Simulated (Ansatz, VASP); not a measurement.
BN: VASP beside Ansatz

```
B N
1.0
     4.42268    0.00000    0.00000
     0.00000    4.42268    0.00000
     0.00000    0.00000    2.70210
B N
4 4
Direct
  0.17428 0.82572 0.50000
  0.32572 0.32572 0.00000
  0.67428 0.67428 0.00000
  0.82572 0.17428 0.50000
  0.81261 0.81261 0.50000
  0.31261 0.68739 0.00000
  0.68739 0.31261 0.00000
  0.18739 0.18739 0.50000
```

Alike in both runs: task single point; functional PBE; k mesh 6 × 6 × 10; occupations gaussian, width 0.05 eV; no spin polarisation.

|  | VASP | Ansatz |
| --- | --- | --- |
| version | VASP 6.6.1 | Ansatz 0.2.0 |
| potentials or method | VASP PAW PBE potentials, release 64 (B, N) | scalar-relativistic, plane waves, PAW |
| plane-wave cutoff (eV) | 520 | 520 |
| valence electrons in the cell | 32 | 32 |

|  | VASP | Ansatz | Ansatz less VASP |
| --- | --- | --- | --- |
| gap on the k mesh at the Fermi level (eV) | 4.77 | 4.78 | +0.010 |
| least direct gap on the mesh (eV) | 5.33 | 5.33 | +0.003 |
| pressure (GPa) | -18.6 | -18.8 | -0.16 |
| largest component of the traceless stress (GPa) | 28.69 | 28.55 | -0.138 |
| rms of the force components (eV/Å) | 0.115 | 0.108 | -0.0067 |

Atom by atom the forces differ by 0.009 eV/Å (rms over components). The functional is the same, so the differences come from potentials, cutoffs and numerics.

Caveats: so large a pressure means that the cell lies far from this level's equilibrium, or that cutoff or potentials fall short (VASP). A k mesh can miss the band edges. A hybrid or GW would open this gap; PBE tends to underestimate it.
